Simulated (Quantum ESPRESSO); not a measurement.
**CdSe: zone-centre phonons and dielectric response under several settings**

```
Cd Se
1.0
     0.00000    3.07027    3.07027
     3.07027    0.00000    3.07027
     3.07027    3.07027    0.00000
Cd Se
1 1
Cartesian
  0.0000 0.0000 0.0000
  1.5351 1.5351 1.5351
```

Measurements of this composition are mostly on another form, of space group No. 186.

All runs used Quantum ESPRESSO 7.5; potentials GBRV 1.5 LDA; k mesh 6 × 6 × 6, shifted; no spin polarisation; cutoff 612 eV; occupations smeared at first, fixed for the response.

```tsv
level	geometry	volume (Å³/atom)	pressure (GPa)	lowest optical mode without the field (cm⁻¹)	highest mode with the field (cm⁻¹)	ε∞ (mean)	ε0 (mean)	Born charge of atom 1 (e)
LDA	relaxed at -3 GPa	28.90	-3.0	157	189	8.76	12.7	2.30
LDA	relaxed at 0 GPa	27.19	0.1	176	205	8.42	11.5	2.22
LDA	relaxed at 3 GPa	?	3.2	?	?	?	?	?
LDA	relaxed at 8 GPa	24.36	8.4	212	238	8.04	10.1	2.06
LDA	relaxed at 15 GPa	22.80	15.6	236	259	7.92	9.5	1.97
```

Q: What stands in the row left open?

A: Volume 25.92 Å³/atom; lowest optical mode without the field 191 cm⁻¹; highest mode with the field 219 cm⁻¹; ε∞ 8.22; ε0 10.8; Born charge of atom 1 2.15 e.

Caveats: the cell is more than 3 GPa from zero pressure, which shifts response properties (some runs); the volume moved by over 15 % at a fixed basis, so the end points are rough (some runs).

For the row left open. Caveat: the mesh is thin for the dielectric tensor, Born charges and intensities, which usually come out too large; the cell is more than 3 GPa from zero pressure, which shifts response properties.
